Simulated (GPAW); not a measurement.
A run of GPAW 26.7.0 is set up as follows.

Contents of run.py:

```python
from ase import Atoms
from ase.filters import FrechetCellFilter
from ase.io import write
from ase.optimize import BFGS
from ase.units import GPa
from gpaw import GPAW, PW, setup_paths

setup_paths.insert(0, '.')

atoms = Atoms(['Te', 'Sn'],
              cell=[[0.0, 3.611146, 3.611146],
                    [3.611146, 0.0, 3.611146],
                    [3.611146, 3.611146, 0.0]],
              scaled_positions=[[0.25, 0.25, 0.25],
                                [0.0, 0.0, 0.0]],
              pbc=True)

calc = GPAW(mode=PW(600),
            xc='PBEsol',
            kpts={'size': (7, 7, 7), 'gamma': True},
            occupations={'name': 'fermi-dirac', 'width': 0.05},
            nbands=19,
            convergence={'density': 1e-05, 'forces': 0.0001},
            maxiter=150,
            txt='gpaw.txt')
atoms.calc = calc
opt = BFGS(FrechetCellFilter(atoms, scalar_pressure=20 * GPa), trajectory='relax.traj', logfile='-')
done = opt.run(fmax=0.02, steps=60)
calc.write('gs.gpw')
write('result.traj', atoms)
print('Converged:', done)
print('Cell:', atoms.cell.cellpar().round(4))
print('Volume:', round(atoms.get_volume(), 4))
print(atoms.get_scaled_positions().round(5))
```

Potentials or basis: PAW data sets generated in the run's folder for this functional, pw.

Launch:

```bash
$ gpaw-setup -f PBEsol Sn Te
$ OMP_NUM_THREADS=1 python run.py
```

Question: Estimate the band gap on the k mesh.

Answer: None (metal or under the smearing width).

Question: What does it give for the relaxed volume?

Answer: 30.62 Å³/atom.

Question: Predict the relaxed cell.

Answer: a = 4.424 Å, b = 4.424 Å, c = 4.424 Å, α = 60.00°, β = 60.00°, γ = 60.00°.

Final structure:
```xyz
2
Lattice="0.0000 3.1283 3.1283 3.1283 0.0000 3.1283 3.1283 3.1283 0.0000" Properties=species:S:1:pos:R:3 pbc="T T T"
Te    1.5642    1.5642    1.5642
Sn    0.0000    0.0000    0.0000
```

Caveat: later steps reuse the first step's grids; the volume moved by over 15 % at a fixed basis, so the end points are rough. Spin-orbit coupling is left out, which matters for the levels of Te.
